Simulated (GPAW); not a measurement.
**Sb in GPAW: the effect of strain uniaxial z**

The system is Sb.

```
Sb
1.0
     3.16000    0.00000    0.00000
     0.00000    3.16000    0.00000
     0.00000    0.00000    3.03360
Sb
1
Direct
  0.00000 0.00000 0.00000
```

This isn't the form of Sb at room conditions, which is rhombohedral.

Alike in all runs:

| Property | Result |
| --- | --- |
| Program | GPAW 26.7.0 |
| Task | single point |
| Functional | PBEsol |
| Potentials or basis | PAW data sets generated in the run's folder for this functional |
| Cutoff | 600 eV |
| Basis | pw |
| k mesh | 8 × 8 × 8 |
| Occupations | fermi-dirac, width 0.05 eV |
| Spin | no spin polarisation |
| Maxiter | 150 |

One run gave: pressure -6.3 GPa. Which strain uniaxial z did it use?
A. 0.04
B. -0.04
C. -0.01
D. -0.02
E. 0.02

A.

```csv
strain uniaxial z,pressure (GPa)
-0.04,-2.9
-0.02,-4.0
-0.01,-4.5
0,-4.9
0.01,-5.3
0.02,-5.7
0.04,-6.3
```

Caveats: the density grid can change from cell to cell, which puts small steps into energies and stress.

Runs at the PBE level aren't shown here.
